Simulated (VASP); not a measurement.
Here is a VASP 6.6.1 calculation.

The input INCAR:

```
PREC = Accurate ; ENCUT = 580
EDIFF = 1E-7 ; ISMEAR = 0
SIGMA = 0.02 ; LREAL = F
LASPH = T ; NELM = 60
ALGO = Normal ; ISIF = 3
LWAVE = F ; LCHARG = F
GGA = PS ; IBRION = 2
NSW = 90 ; EDIFFG = -0.005
```

KPOINTS

```
regular mesh
0
Gamma
  6 6 8
```

The input POSCAR:

```
SiO2
1.0
    4.1865000000      0.0000000000      0.0000000000
    0.0000000000      4.1865000000      0.0000000000
    0.0000000000      0.0000000000      2.6684000000
Si O
2 4
Direct
    0.0000000000      0.0000000000      0.0000000000
    0.5000000000      0.5000000000      0.5000000000
    0.3059000000      0.3059000000      0.0000000000
    0.1941000000      0.8059000000      0.5000000000
    0.6941000000      0.6941000000      0.0000000000
    0.8059000000      0.1941000000      0.5000000000
```

Potentials or basis: VASP PAW PBE potentials, release 64 (Si, O).

Command:

```sh
$ cat potpaw_PBE.64/Si/POTCAR potpaw_PBE.64/O/POTCAR > POTCAR
$ mpirun -np 1 vasp_std > vasp.out
```

Task: What does it give for the relaxed cell?

Result: a = 4.193 Å, b = 4.193 Å, c = 2.683 Å, α = 90.00°, β = 90.00°, γ = 90.00°.

Task: Estimate the space group after relaxing (to 0.05 Å).

Result: P4_2/mnm (No. 136).

Final structure:
```
CELL_PARAMETERS angstrom
4.19282 0.00000 0.00000
0.00000 4.19282 0.00000
0.00000 0.00000 2.68274
ATOMIC_POSITIONS crystal
Si 0.00000 0.00000 0.00000
Si 0.50000 0.50000 0.50000
O 0.30585 0.30585 0.00000
O 0.19415 0.80585 0.50000
O 0.69415 0.69415 0.00000
O 0.80585 0.19415 0.50000
```

 Zero-point motion and thermal expansion aren't in these numbers.
